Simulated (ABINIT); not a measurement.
A run of ABINIT 10.8.3 (patched build) is set up as follows.

The input run.abi:

```
ndtset 7
getwfk -1
scalecart1 3*0.9795861087
scalecart2 3*0.9864848297
scalecart3 3*0.9932883884
scalecart4 3*1.0000000000
scalecart5 3*1.0066227096
scalecart6 3*1.0131594038
scalecart7 3*1.0196128224

pp_dirpath "./"
pseudos "P.upf, B.upf"

acell 3*1.0
rprim
     0.0000000000     4.2877885768     4.2877885768
     4.2877885768     0.0000000000     4.2877885768
     4.2877885768     4.2877885768     0.0000000000
ntypat 2
znucl 15 5
natom 2
typat 1 2
xred
     0.7500000000     0.7500000000     0.7500000000
     0.0000000000     0.0000000000     0.0000000000

ecut 38.0

kptopt 1
ngkpt 10 10 10
nshiftk 1
shiftk 0.0 0.0 0.0

ixc -1007

nband 8
occopt 3
tsmear 0.05 eV

nstep 100
tolvrs 1.0e-10

iomode 3
prtwf 1
prtden 0
prteig 0
prtebands 0
enunit 1
```

Potentials or basis: PseudoDojo NC SR LDA v0.4.1 standard.

The run is started by

```bash
$ abinit run.abi > log 2>&1
```

(1) What does it give for the pressure derivative of the bulk modulus?

(2) What does it give for the bulk modulus?

(3) Estimate the equilibrium volume.

Answers

(1) 3.8.

(2) 175 GPa.

(3) 11.29 Å³/atom.

Caveat: pressures at fixed basis lie under the slope of the energies.

**The experiment to reproduce.**

“Equation of state of single-crystal cubic boron phosphide”, 2014, arxiv:1407.1677 reports, for a bulk crystal of BP at 300 K: bulk modulus 179 ± 1 GPa.

Against the measured bulk modulus of BP, 179 GPa (300 K; “Equation of state of single-crystal cubic boron phosphide”, 2014, arxiv:1407.1677), the calculated 175 GPa is off by -2.2 %. 3 values of this kind are on record (173 to 179 GPa); this one was drawn at random among those near their median, those with a stated uncertainty first. The fit is for a static lattice scaled at fixed shape and fixed fractional positions.
